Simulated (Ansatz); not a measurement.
CuO (Tenorite):

```
Cu O
1.0
     2.34185   -1.71130    0.00000
     2.34185    1.71130    0.00000
    -0.85003    0.00000    5.05787
Cu O
2 2
Cartesian
  0.7459 -0.8557 2.5289
  1.1709 0.8557 0.0000
  1.7043 0.2793 3.7934
  2.1293 -0.2793 1.2645
```

* Program: Ansatz 0.2.0
* Task: relaxation of cell and atoms
* Functional: revPBE
* Dispersion: D3(BJ)
* Potentials or basis: Ansatz PAW
* Cutoff: 420 eV (not typed: the program's choice for these potentials)
* k mesh: 10 × 10 × 5
* Occupations: fermi-dirac, width 0.05 eV
* Spin: no spin polarisation

At the start: volume 10.13 Å³/atom.

Q: Where does the relaxation end?

A: It ends after 25 steps and the volume is 10.87 Å³/atom (+7.2 %); space group P4_2/mmc (No. 131, to 0.05 Å).

Step by step:
```
step  energy change (eV)  largest force (eV/Å)  volume (Å³)
   1              0.0000                0.2142        40.54
   2             -0.0083                0.1898        40.92
   3             -0.0239                0.0894        41.61
   4             -0.0263                0.0162        42.10
   5             -0.0297                0.0012        42.10
   6             -0.0295                0.0005        42.20
   7             -0.0295                0.0002        42.21
   8             -0.0476                0.0014        42.21
   9             -0.0540                0.0035        42.72
  10             -0.0546                0.0202        43.19
  11             -0.0556                0.0018        43.04
  12             -0.0555                0.0002        43.07
  13             -0.0651                0.0007        43.07
  14             -0.0679                0.0034        43.28
  15             -0.0681                0.0010        43.36
  16             -0.0681                0.0002        43.37
  17             -0.0713                0.0009        43.37
  18             -0.0722                0.0044        43.45
  19             -0.0721                0.0030        43.46
  20             -0.0730                0.0034        43.46
  21             -0.0733                0.0018        43.46
  22             -0.0732                0.0015        43.47
  23             -0.0733                0.0014        43.47
  24             -0.0734                0.0003        43.48
  25             -0.0735                0.0002        43.48
```

Final structure:
```xyz
4
Lattice="2.0522 -2.0436 0.1582 2.0522 2.0436 0.1582 -0.4031 0.0000 5.1524" Properties=species:S:1:pos:R:3 pbc="T T T"
Cu    0.8245   -1.0218    2.6553
Cu    1.0261    1.0218    0.0791
O     1.7499    0.0014    4.0226
O     1.9514   -0.0014    1.4463
```

Caveat: the plane-wave basis is chosen anew once the cell has moved, so the energies of steps on either side of that aren't comparable; the pressure holds a Pulay correction of +0.6 GPa for the finite cutoff; the run has no spin polarisation, though such a crystal can be magnetic; pairwise dispersion overbinds metals, which lowers pressure and volume; the PAW data sets come from PBE, with cores solved anew for the run's functional, which leaves a small shift of forces and pressure.
